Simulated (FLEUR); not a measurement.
# HgSe: equation of state with LDA (Perdew-Zunger)

**Experimental background.**

“The pseudo-binary mercury chalcogenide alloy HgSe0.7S0.3 at high pressure: a mechanism of the zinc blende/cinnabar reconstructive phase transition”, 2002, arxiv:cond-mat/0209548 quotes, for a bulk crystal of HgSe: bulk modulus 51.6 ± 0.2 GPa.

HgSe:

```
CELL_PARAMETERS angstrom
0.00000 3.03900 3.03900
3.03900 0.00000 3.03900
3.03900 3.03900 0.00000
ATOMIC_POSITIONS crystal
Hg 0.00000 0.00000 0.00000
Se 0.75000 0.75000 0.75000
```

```
Program             : FLEUR MaX-R8.1 (later development tree)
Task                : equation of state
Functional          : LDA (Perdew-Zunger)
Potentials or basis : all-electron
Basis               : FLAPW
Kmax                : 4.39 1/bohr
k mesh              : 8 × 8 × 8
Occupations         : fermi-dirac, width 0.05 eV
Spin                : no spin polarisation
```

```yaml
Equilibrium_volume: 27.89 Å³/atom
Bulk_modulus: 58 GPa
Pressure_derivative_of_the_bulk_modulus: "5.4 (rough: it moves with the points fitted)"
```

Energy against volume, from the lowest point:
| volume (Å³/atom) | energy (meV/atom) |
| --- | --- |
| 26.383 | 16.50 |
| 26.944 | 6.21 |
| 28.067 | 0.00 |
| 29.189 | 9.83 |
| 29.751 | 19.35 |

Measured bulk modulus of HgSe: 51.6 GPa (quoted in “The pseudo-binary mercury chalcogenide alloy HgSe0.7S0.3 at high pressure: a mechanism of the zinc blende/cinnabar reconstructive phase transition”, 2002, arxiv:cond-mat/0209548). This calculation gives 58 GPa (+12.3 %). The fit is for a static lattice scaled at fixed shape and fixed fractional positions.

The run has no spin-orbit coupling, so splittings on Hg are missing.
